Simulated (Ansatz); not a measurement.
Name crystals whose computed values (r²SCAN (plane waves, PAW; program Ansatz)) fall in these windows: Θ_D (K) 430 to 610; ε∞ 3.5 to 5.1.



| crystal | Θ_D (K) | ε∞ |
|---|---|---|
| BaSnO3, cubic perovskite | 517 | 4.35 |
Others may fit too.

The cell was relaxed under the symmetry of its start. Spin–orbit coupling is left out wherever it is not named.

Potentials: the later of the program's two PAW sets.
